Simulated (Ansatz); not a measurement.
**CsPbCl3 (model cell, started as cubic perovskite with Pb in the octahedra): relaxing the cell for a phonon run**

Task: relax CsPbCl3 (model cell, started as cubic perovskite with Pb in the octahedra) tightly.

Calculated with Ansatz 0.2.0; DFT PBE, scalar-relativistic, plane waves, PAW; PAW set soft_1.

Report form: the programs' logs are mostly left out.

## 1. Starting point

Symmetry: Pm-3m, No. 221, cubic system. Conventional cell: a = 5.600 Å, b = 5.600 Å, c = 5.600 Å, α = 90.00°, β = 90.00°, γ = 90.00°. Nearest to Cs lie 12 Cl at 3.96 Å. Pb has 6 Cl at 2.80 Å nearest. Nearest to Cl lie 2 Pb at 2.80 Å and 4 Cs at 3.96 Å. Farther neighbours and most contacts between anions are not listed.

## 2. A coarse first look

First a cheap look: the gap decides the mesh and the occupations, the pressure tells how far the cell has to move.

The input, input.yaml:

```yaml
crystal:
  lattice:
    - [5.6, 0.0, 0.0]
    - [0.0, 5.6, 0.0]
    - [0.0, 0.0, 5.6]
  atoms:
    - { symbol: Cs, position: [0.0, 0.0, 0.0] }
    - { symbol: Pb, position: [0.5, 0.5, 0.5] }
    - { symbol: Cl, position: [0.5, 0.5, 0.0] }
    - { symbol: Cl, position: [0.5, 0.0, 0.5] }
    - { symbol: Cl, position: [0.0, 0.5, 0.5] }
kpoints:
  mp_grid: { grid: [4, 4, 4] }
hamiltonian:
  xc: pbe
  pseudopotentials: { kind: paw, azcp: { folder: soft_1 } }
scf:
  occupations: { method: gaussian, width: 0.1 }
output:
  forces: true
  stress: true
  eigenvalues: true
```

On the command line:

```console
> ansatz run input.yaml --threads 8 --pin off --max-ram 16384MiB --backend cpu --events-out ev --progress --plain --runs-dir out
```

It took 1.3 s on 8 threads of Arm Neoverse V1, shared host; peak memory 0.55 GiB.

Numbers from this step:

```
pressure           : 1.939 GPa
gap on the k-mesh  : 1.925 eV
volume per atom    : 35.12 Å³
direct gap on mesh : 1.925 eV
```

The coarse mesh shows a gap of 1.92 eV and a pressure of 1.9 GPa.

## 3. Relaxation

Harmonic phonons are second derivatives at a point where the forces vanish, and they are wanted at zero stress, so atoms and cell are relaxed first.

input.yaml, the sections that differ from step 2:

```yaml
kpoints:
  mp_grid: { grid: [6, 6, 6] }
scf:
  occupations: { method: gaussian, width: 0.02 }
relax:
  adjacent_minimum: "off"
  f_tol: 0.005
  max_steps: 80
  cell: { stress_tol: 0.05 }
# crystal, hamiltonian, output: as in step 2
```

Wall time 4.8 s (8 threads); peak memory 0.65 GiB; 34 s of CPU time.

The steps of the relaxation:

| step | energy less that of the first step (eV) | largest force component (eV/Å) | pressure (GPa) | volume (Å³) |
| --- | --- | --- | --- | --- |
| 1 | 0.0000 | 0.0000 | 1.85 | 175.62 |
| 2 | -0.0621 | 0.0000 | 0.58 | 184.04 |
| 3 | -0.0700 | 0.0000 | 0.07 | 188.12 |
| 4 | -0.0700 | 0.0000 | 0.00 | 188.67 |
| 5* | -0.0707 | 0.0000 | 0.00 | 188.67 |

Relaxation steps marked * repeat the geometry before them on a plane-wave basis chosen anew for their cell, so energy and pressure can jump there.

Forces are held to the 48 operations that the run works with; a distortion that breaks them can't arise in this run.

| conventional cell, symmetrised | before | after | change |
| --- | --- | --- | --- |
| a (Å) | 5.600 | 5.735 | +2.4 % |
| b (Å) | 5.600 | 5.735 | +2.4 % |
| c (Å) | 5.600 | 5.735 | +2.4 % |
| volume (Å³/atom) | 35.12 | 37.73 | +7.4 % |

Final coordinates:

```xyz
5
Lattice="5.7354 0.0000 0.0000 0.0000 5.7354 0.0000 0.0000 0.0000 5.7354" Properties=species:S:1:pos:R:3 pbc="T T T"
Cs    0.0000    0.0000    0.0000
Pb    2.8677    2.8677    2.8677
Cl    2.8677    2.8677    0.0000
Cl    2.8677    0.0000    2.8677
Cl    0.0000    2.8677    2.8677
```

Numbers from this step:

```yaml
pressure: 0.002682 GPa
gap_on_the_k_mesh: 2.219 eV
volume_per_atom: 37.73 Å³
direct_gap_on_mesh: 2.219 eV
```

In this step the volume went from 35.12 to 37.73 Å³/atom.

## 4. Relaxing to small forces for the phonons, k-mesh 6×6×6

Phonons need a cell at rest on their own settings, so the relaxation is repeated with tight tolerances on forces and stress, using the mesh and the filling of the phonon run that follows.

input.yaml, the sections that differ from step 3:

```yaml
crystal:
  lattice:
    - [5.7354216158, 0.0, 0.0]
    - [0.0, 5.7354216158, 0.0]
    - [0.0, 0.0, 5.7354216158]
  atoms:
    - { symbol: Cs, position: [0.0, 0.0, 0.0] }
    - { symbol: Pb, position: [0.5, 0.5, 0.5] }
    - { symbol: Cl, position: [0.5, 0.5, 0.0] }
    - { symbol: Cl, position: [0.5, 0.0, 0.5] }
    - { symbol: Cl, position: [0.0, 0.5, 0.5] }
scf:
  occupations: { method: fixed }
relax:
  adjacent_minimum: "off"
  f_tol: 0.001
  max_steps: 60
  cell: { stress_tol: 0.01 }
# kpoints, hamiltonian, output: as in step 3
```

Elapsed: 2.3 s, on 8 threads; peak memory 0.64 GiB; 16 s of CPU time.

Little changed from the start: no atom moved by 0.005 Å and no cell edge by 0.1 %.

This step gave:

```yaml
pressure: 0.002680 GPa
```

The forces vanish by symmetry and the pressure is 0.003 GPa, within the tolerances set. The cell now holds 37.73 Å³/atom.

## 5. Relaxing to small forces for the phonons, k-mesh 8×8×8

The k mesh is raised to 8×8×8 since a zone-centre run on the first mesh warned that it was too coarse for the force constants, and the cell is relaxed again on it.

input.yaml, as its differences from that of step 4:

```diff
@@ -12,3 +12,3 @@
 kpoints:
-  mp_grid: { grid: [6, 6, 6] }
+  mp_grid: { grid: [8, 8, 8] }
 hamiltonian:
@@ -22,2 +22,6 @@
   eigenvalues: true
+  write_density: true
+  write_potential: true
+  elf: true
+  volumetric_format: npy
 relax:
```

The job ended after 4 s (8 threads; peak memory 0.68 GiB).

Little changed from the start: no atom moved by 0.005 Å and no cell edge by 0.1 %.

This step gave:

```yaml
pressure: -0.002731 GPa
```

Electrostatic potential energy in the ac plane at fractional y = 0.500, with atoms of Pb and Cl within 0.2 Å of it. With pseudopotentials it is smooth inside the atoms' cores, unlike the true potential.

Values in eV, 16 rows by 16 columns, each cell a mean:
```
  8   8   8   8   8   2 -22 -36 -37 -33  -9   6   8   8   8   8
  8   8   8   8   8   6  -6 -22 -26 -16   1   7   8   8   8   8
  8   8   8   8   8   7   4   0  -1   2   6   8   8   8   8   8
  8   8   8   8   7   6   5   4   3   4   6   7   8   8   8   8
  6   6   7   7   6   4   1  -3  -4  -1   2   5   7   8   7   6
-13  -4   4   6   5   0 -14 -28 -31 -23  -6   2   6   6   1  -9
-35 -27  -6   4   3  -9 -33 -38 -37 -37 -23  -1   4   2 -16 -33
-37 -35 -14   3   2 -15 -37 -34 -32 -37 -31  -4   3  -1 -26 -37
-37 -32 -10   3   2 -12 -36 -36 -34 -38 -28  -3   4   0 -22 -36
-26 -16   0   5   4  -4 -24 -36 -37 -33 -14   1   5   4  -6 -22
  1   4   6   7   6   2  -4 -12 -15  -9   0   4   6   7   6   2
  8   8   8   8   7   6   4   2   2   3   5   6   7   8   8   8
  8   8   8   8   8   7   5   3   3   4   6   7   8   8   8   8
  8   8   8   8   8   6   0 -10 -14  -6   4   7   8   8   8   8
  8   8   8   8   8   4 -16 -32 -35 -27  -4   6   8   8   8   8
  8   8   8   8   8   1 -26 -37 -37 -35 -13   6   8   8   8   8
```
Columns run along a (5.7 Å; values clipped at the 3rd and 97th percentile), rows up along c (5.7 Å). Atoms in or near the plane, at fractional coordinates: Pb at (0.50, 0.50), Cl at (0.50, 0.00), Cl at (0.00, 0.50).

Valence density in the ac plane at fractional y = 0.500, with atoms of Pb and Cl within 0.2 Å of it. It is the smooth field of the valence electrons, not physical close to the nuclei.

Ten steps, logarithmic in the rise over the least value, from '0' (0.0 e/Å³) to '9' (7.1 e/Å³), each cell a mean:
```
0000246666531000
0000135666421000
0000123444310000
1100012332210011
3321112343211123
5532135666422345
6653247898632466
5654358999643466
6653347998633466
6642236787522356
4421123454311234
2210012332110112
0000012343210000
0000124555320000
0000246666531000
0000246656531000
```
Columns run along a (5.7 Å), rows up along c (5.7 Å). Atoms in or near the plane, at fractional coordinates: Pb at (0.50, 0.50), Cl at (0.50, 0.00), Cl at (0.00, 0.50).

ELF in the ac plane at fractional y = 0.500, with atoms of Pb and Cl within 0.2 Å of it. It is the smooth field of the valence electrons, not physical close to the nuclei.

Ten even steps from '_' (0.00) to '@' (0.88), each cell a mean:
```
______--##@@@@##++%%@@%%++..____
______..++%%@@@@@@@@@@##--______
::..____..++##%%%%##**--______..
**==::____..::----::::______--++
@@%%++..__..::----::::____--##%%
@@@@%%==..--==++++++==::::**@@@@
%%@@@@++::====::..--++::::##@@%%
--##@@**::==--____..++----%%@@++
++%%@@**::====..__::++----%%@@##
@@@@%%==..--++==--====::::##@@@@
@@@@##--__::--======--....++%%@@
##**--______..::::::..____..++##
--::______--==****++==..____..--
________--##%%@@@@@@%%++::______
______::**@@@@%%##@@@@%%==..____
______--##@@@@++--%%@@@@**::____
```
Columns run along a (5.7 Å), rows up along c (5.7 Å). Atoms in or near the plane, at fractional coordinates: Pb at (0.50, 0.50), Cl at (0.50, 0.00), Cl at (0.00, 0.50).

The forces vanish by symmetry and the pressure is -0.003 GPa, within the tolerances set. The cell now holds 37.73 Å³/atom.

## 6. Results

| Property | Result |
| --- | --- |
| space group after relaxation (within 0.01 Å) | Pm-3m |
| lattice constant a | 5.735 Å |
| lattice constant b | 5.735 Å |
| lattice constant c | 5.735 Å |
| volume per atom | 37.7 Å³ |
| gap on the k-mesh | 2.22 eV |

**Reading.** The forces vanish by symmetry and the pressure is -0.003 GPa, within the tolerances set. The cell now holds 37.73 Å³/atom. The relaxation keeps the symmetry of its start, so it says nothing on stability against lower symmetry. Spin-orbit coupling is left out, which can matter for the heavy elements here. The starting cell was built on a prototype and not taken from a measurement, so the phase need not exist.

[Logs are printed without paths, hosts, clocks, repeated set-up lines and the standing remarks that a program may print on its own settings, such as how far it seeks lower states.]

[Hosts, paths, dates, database ids (printed as entryN), source tags and the programs' standing remarks are cut or masked in the printed files.]
